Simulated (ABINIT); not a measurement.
# Al2O3 (Corundum) (R-3c) in ABINIT: notebook, part 2 of 2

ABINIT 10.8.3 (patched build). The steps go on from the part before.

## 5. Single point, LDA

The input, run.abi:

```
pp_dirpath "./"
pseudos "Al.LDA_PW-JTH.xml, O.LDA_PW-JTH.xml"

acell 9.6947165888 9.6947165888 9.6947165888
rprim
     0.4639661786     0.2678709981     0.8443817345
    -0.4639661786     0.2678709981     0.8443817345
     0.0000000000    -0.5357419962     0.8443817345
ntypat 2
znucl 13 8
natom 10
typat 1 1 1 1 2 2 2 2 2 2
xred
     0.8521600000     0.8521600000     0.8521600000
     0.6478400000     0.6478400000     0.6478400000
     0.1478400000     0.1478400000     0.1478400000
     0.3521600000     0.3521600000     0.3521600000
     0.0566800000     0.7500000000     0.4433200000
     0.7500000000     0.4433200000     0.0566800000
     0.4433200000     0.0566800000     0.7500000000
     0.9433200000     0.2500000000     0.5566800000
     0.2500000000     0.5566800000     0.9433200000
     0.5566800000     0.9433200000     0.2500000000

ecut 625.861884 eV
pawecutdg 45.0

kptopt 1
ngkpt 6 6 6
nshiftk 1
shiftk 0.0 0.0 0.0

ixc 7

nband 30
occopt 3
tsmear 0.05 eV

nstep 100
tolvrs 1.0e-9

iomode 3
prtwf 0
prtden 0
prteig 0
prtebands 0
enunit 2
```

Potentials or basis: JTH PAW LDA v2.0.

The run is started by

```bash
$ abinit run.abi > log 2>&1
```

run.abo:

```text
.Version 10.8.3 of ABINIT
 Symmetries : space group R-3 c (#167); Bravais hR (rhombohedral)
================================================================================
 Values of the parameters that define the memory need of the present run
     intxc =       0    ionmov =       0      iscf =      17    lmnmax =       8
     lnmax =       4     mgfft =      45  mpssoang =       2    mqgrid =    3001
     natom =      10  nloc_mem =       2    nspden =       1   nspinor =       1
    nsppol =       1      nsym =      12    n1xccc =       1    ntypat =       2
    occopt =       3   xclevel =       1
       mpw =        3060          nfft =       91125          nkpt =          32
 PAW method is used; the additional fine FFT grid is defined by:
   mgfftf=        60    nfftf =    216000
================================================================================
================================================================================

--------------------------------------------------------------------------------
------------- Echo of variables that govern the present computation ------------
--------------------------------------------------------------------------------
 -outvars: echo values of preprocessed input variables --------
            acell      9.6947165888E+00  9.6947165888E+00  9.6947165888E+00 Bohr
              amu      2.69815390E+01  1.59994000E+01
             ecut      2.30000000E+01 Hartree
           enunit           2
              ixc           7
         kptrlatt        6    0    0      0    6    0      0    0    6
          kptrlen      5.39762473E+01
            natom          10
            nband          30
            ngfft          45      45      45
          ngfftdg          60      60      60
             nkpt          32
            nstep         100
             nsym          12
           ntypat           2
           occopt           3
        pawecutdg      4.50000000E+01 Hartree
           prtden           0
        prtebands           0
           prteig           0
            prtwf           0
            rprim      4.6396617860E-01  2.6787099810E-01  8.4438173450E-01
                      -4.6396617860E-01  2.6787099810E-01  8.4438173450E-01
                       0.0000000000E+00 -5.3574199620E-01  8.4438173450E-01
          spgroup         167
           tolvrs      1.00000000E-09
           tsmear      1.83746611E-03 Hartree
            typat      1  1  1  1  2  2  2  2  2  2
           useylm           1
           xangst      1.0716854268E-16  8.5279949884E-17  1.1074330489E+01
                      -3.4217043198E-16 -1.5542018933E-16  8.4190694986E+00
                       1.7647138460E-17  1.4685934906E-17  1.9212695028E+00
                      -2.4961874952E-17  2.8491249551E-18  4.5765304931E+00
                      -1.6502749289E+00 -1.0988406867E-01  5.4148333299E+00
                       7.2997506953E-01  1.4841220460E+00  5.4148333299E+00
                       9.2029985941E-01 -1.3742379773E+00  5.4148333299E+00
                       1.6502749289E+00  1.0988406867E-01  7.5807666618E+00
                      -7.2997506953E-01 -1.4841220460E+00  7.5807666618E+00
                      -9.2029985941E-01  1.3742379773E+00  7.5807666618E+00
            xcart      2.0251919498E-16  1.6115574931E-16  2.0927451652E+01
                      -6.4660840483E-16 -2.9370159227E-16  1.5909735587E+01
                       3.3348258596E-17  2.7752394875E-17  3.6306731743E+00
                      -4.7171107248E-17  5.3840658637E-18  8.6483892388E+00
                      -3.1185676482E+00 -2.0765079538E-01  1.0232552011E+01
                       1.3794529602E+00  2.8045842043E+00  1.0232552011E+01
                       1.7391146880E+00 -2.5969334089E+00  1.0232552011E+01
                       3.1185676482E+00  2.0765079538E-01  1.4325572815E+01
                      -1.3794529602E+00 -2.8045842043E+00  1.4325572815E+01
                      -1.7391146880E+00  2.5969334089E+00  1.4325572815E+01
             xred      8.5216000000E-01  8.5216000000E-01  8.5216000000E-01
[... 227 lines left out ...]
      occupation numbers for kpt#   1
   2.00000    2.00000    2.00000    2.00000    2.00000    2.00000    2.00000    2.00000
   2.00000    2.00000    2.00000    2.00000    2.00000    2.00000    2.00000    2.00000
   2.00000    2.00000    2.00000    2.00000    2.00000    2.00000    2.00000    2.00000
   0.00000    0.00000    0.00000    0.00000    0.00000    0.00000
 prteigrs : prtvol=0 or 1, do not print more k-points.

 Fermi (or HOMO) energy (eV) =   8.26403   Average Vxc (eV)= -11.75128
 Eigenvalues (   eV  ) for nkpt=  32  k points:
 kpt#   1, nband= 30, wtk=  0.00463, kpt=  0.0000  0.0000  0.0000 (reduced coord)
 -12.08444   -9.66002   -9.36661   -9.36661   -9.03833   -9.03833   -0.04332    0.96977
   1.33302    1.33302    2.47217    2.55135    2.55135    3.55506    3.93288    5.50859
   5.50859    5.64668    5.64668    6.45640    6.45640    6.91192    6.91192    6.95281
  13.09110   15.89421   17.39853   18.26766   18.26767   18.39389
 prteigrs : prtvol=0 or 1, do not print more k-points.

--- !EnergyTerms
iteration_state     : {dtset: 1, }
comment             : Components of total free energy in Hartree
kinetic             :  5.02157082784953E+01
hartree             :  2.67026601442626E+01
xc                  : -2.22372830131529E+01
Ewald energy        : -8.81149731528920E+01
psp_core            :  7.42938640112017E-01
local_psp           : -8.23061295408164E+01
PAW spherical_terms :  8.88609045079531E+00
internal            : -1.06110988193196E+02
'-kT*entropy'       : -1.64106946605168E-14
total_energy        : -1.06110988193196E+02
total_energy_eV     : -2.88742708466779E+03
...

--- !EnergyTermsDC
iteration_state     : {dtset: 1, }
comment             : '"Double-counting" decomposition of free energy'
band_energy         :  1.12570125301256E+00
Ewald energy        : -8.81149731528920E+01
psp_core            :  7.42938640112017E-01
xc_dc               : -2.10351495306988E+01
PAW spherical_terms :  1.17049669918247E+00
internal            : -1.06110986091284E+02
'-kT*entropy'       : -1.64106946605168E-14
total_energy_dc     : -1.06110986091284E+02
total_energy_dc_eV  : -2.88742702747184E+03
...

--- !EnergyTermsWithPAWCore
iteration_state     : {dtset: 1, }
comment             : 'Components of total free energy, including PAW core contributions'
Total energy        : -1.41727615886501E+03
Total energy DC     : -1.41727615676310E+03
Total energy (eV)   : -3.85660489760962E+04
Total energy DC (eV): -3.85660489189003E+04
...

 Cartesian components of stress tensor (hartree/bohr^3)
  sigma(1 1)=  1.99720271E-04  sigma(3 2)=  0.00000000E+00
  sigma(2 2)=  1.99720271E-04  sigma(3 1)=  0.00000000E+00
  sigma(3 3)=  2.09337030E-04  sigma(2 1)=  0.00000000E+00

-Cartesian components of stress tensor (GPa)         [Pressure= -5.9703E+00 GPa]
- sigma(1 1)=  5.87597324E+00  sigma(3 2)=  0.00000000E+00
- sigma(2 2)=  5.87597325E+00  sigma(3 1)=  0.00000000E+00
- sigma(3 3)=  6.15890805E+00  sigma(2 1)=  0.00000000E+00

== END DATASET(S) ==============================================================
================================================================================

 -outvars: echo values of variables after computation  --------
            acell      9.6947165888E+00  9.6947165888E+00  9.6947165888E+00 Bohr
           etotal     -1.0611098609E+02
            fcart     -1.7659524308E-19 -2.3535174442E-19 -1.0097408108E-03
                      -1.4634089047E-19  1.5708909985E-19  1.0097408108E-03
                       2.6333141687E-19  1.5708909985E-19  1.0097408108E-03
                       2.3307706426E-19 -2.3535174442E-19 -1.0097408108E-03
                      -1.2020601503E-03 -2.0820292541E-03 -8.5180192747E-21
                      -1.2020601503E-03  2.0820292541E-03 -4.6238590859E-21
                       2.4041203006E-03  3.2363238411E-21 -8.5180196256E-21
                       1.2020601503E-03  2.0820292541E-03  1.1803488865E-20
                       1.2020601503E-03 -2.0820292541E-03 -8.5180192747E-21
                      -2.4041203006E-03 -8.1498968414E-20  1.1803489216E-20
            rprim      4.6396617860E-01  2.6787099810E-01  8.4438173450E-01
                      -4.6396617860E-01  2.6787099810E-01  8.4438173450E-01
                       0.0000000000E+00 -5.3574199620E-01  8.4438173450E-01
           strten      1.9972027113E-04  1.9972027123E-04  2.0933702976E-04
                       0.0000000000E+00  0.0000000000E+00  0.0000000000E+00
           xangst      1.0716854268E-16  8.5279949884E-17  1.1074330489E+01
                      -3.4217043198E-16 -1.5542018933E-16  8.4190694986E+00
                       1.7647138460E-17  1.4685934906E-17  1.9212695028E+00
                      -2.4961874952E-17  2.8491249551E-18  4.5765304931E+00
                      -1.6502749289E+00 -1.0988406867E-01  5.4148333299E+00
                       7.2997506953E-01  1.4841220460E+00  5.4148333299E+00
                       9.2029985941E-01 -1.3742379773E+00  5.4148333299E+00
                       1.6502749289E+00  1.0988406867E-01  7.5807666618E+00
                      -7.2997506953E-01 -1.4841220460E+00  7.5807666618E+00
                      -9.2029985941E-01  1.3742379773E+00  7.5807666618E+00
             xred      8.5216000000E-01  8.5216000000E-01  8.5216000000E-01
                       6.4784000000E-01  6.4784000000E-01  6.4784000000E-01
                       1.4784000000E-01  1.4784000000E-01  1.4784000000E-01
                       3.5216000000E-01  3.5216000000E-01  3.5216000000E-01
                       5.6680000000E-02  7.5000000000E-01  4.4332000000E-01
                       7.5000000000E-01  4.4332000000E-01  5.6680000000E-02
                       4.4332000000E-01  5.6680000000E-02  7.5000000000E-01
                       9.4332000000E-01  2.5000000000E-01  5.5668000000E-01
                       2.5000000000E-01  5.5668000000E-01  9.4332000000E-01
                       5.5668000000E-01  9.4332000000E-01  2.5000000000E-01
 Calculation completed.
```

Run time: 3.6 min. Hardware: 1 thread of Arm Neoverse N1, shared host; peak memory 0.17 GiB.

What came out:

```
Free energy                                           : -2887.4270 eV
Pressure                                              : -6.0 GPa
Largest force                                         : 0.124 eV/Å
Band gap on the k mesh                                : 6.14 eV, direct
Valence electrons inside the program's atomic spheres : Al 0.89; O 4.65
```

Forces on the atoms (eV/Å):
```
Al   0.000  0.000 -0.052
Al   0.000  0.000  0.052
Al   0.000  0.000  0.052
Al   0.000  0.000 -0.052
O   -0.062 -0.107  0.000
O   -0.062  0.107  0.000
O    0.124  0.000  0.000
O    0.062  0.107  0.000
O    0.062 -0.107  0.000
O   -0.124  0.000  0.000
```

Stress tensor (GPa, compression positive):
```
-5.88  0.00  0.00
 0.00 -5.88  0.00
 0.00  0.00 -6.16
```

Levels at points of the mesh, in eV from the valence-band top:
| k point | band 22 | band 23 | band 24 | band 25 | band 26 | band 27 |
| --- | --- | --- | --- | --- | --- | --- |
| (0.00, 0.00, 0.00) | -0.04 | -0.04 | 0.00 | 6.14 | 8.94 | 10.45 |
| (0.50, 0.00, 0.00) | -0.92 | -0.27 | -0.27 | 9.29 | 9.29 | 9.43 |
| (0.50, 0.50, 0.00) | -0.93 | -0.74 | -0.26 | 9.36 | 9.57 | 9.75 |
| (0.50, 0.50, 0.50) | -0.38 | -0.38 | -0.38 | 8.53 | 8.53 | 10.76 |

## 6. Summary

```csv
level,potentials or basis,k mesh,mesh quality,gap on the mesh (eV),pressure (GPa),largest force (eV/Å)
PBE,JTH PAW PBE v2.0,3 × 3 × 3,coarse,6.20,7.3,0.07
PBE,JTH PAW PBE v2.0,4 × 4 × 4,not flagged,6.20,7.3,0.07
PBEsol,JTH PAW PBE v2.0,3 × 3 × 3,coarse,6.10,2.8,0.11
LDA,JTH PAW LDA v2.0,6 × 6 × 6,not flagged,6.14,-6.0,0.12
```

Alike in all rows: task single point; no spin polarisation; cell as given; cutoff (eV) 626; smearing fermi-dirac 0.05 eV.

Caveats: some runs use coarse meshes; the PAW data sets were made with another functional, which shifts forces and pressure a little (some runs).

Absolute energies hang on the potentials; compare differences alone.

## 7. How close it comes

Step 3. Measured gap of Al2O3: 8.7 eV (optical; quoted in “Multi-petahertz electron interference in Cr:Al2O3 solid-state material”, 2018, pmc:5906618). This calculation gives 6.20 eV (-2.50 eV). The value is that of PBE, without temperature or zero-point motion. Semilocal functionals fall short of measured gaps as a rule.

Step 5. A measured gap of Al2O3 is 8.7 eV (optical; quoted in “Multi-petahertz electron interference in Cr:Al2O3 solid-state material”, 2018, pmc:5906618); the calculated 6.14 eV misses it by -2.56 eV. The value is that of LDA on a finite k mesh, which can miss the band edges, without temperature or zero-point motion. Semilocal functionals fall short of measured gaps as a rule.
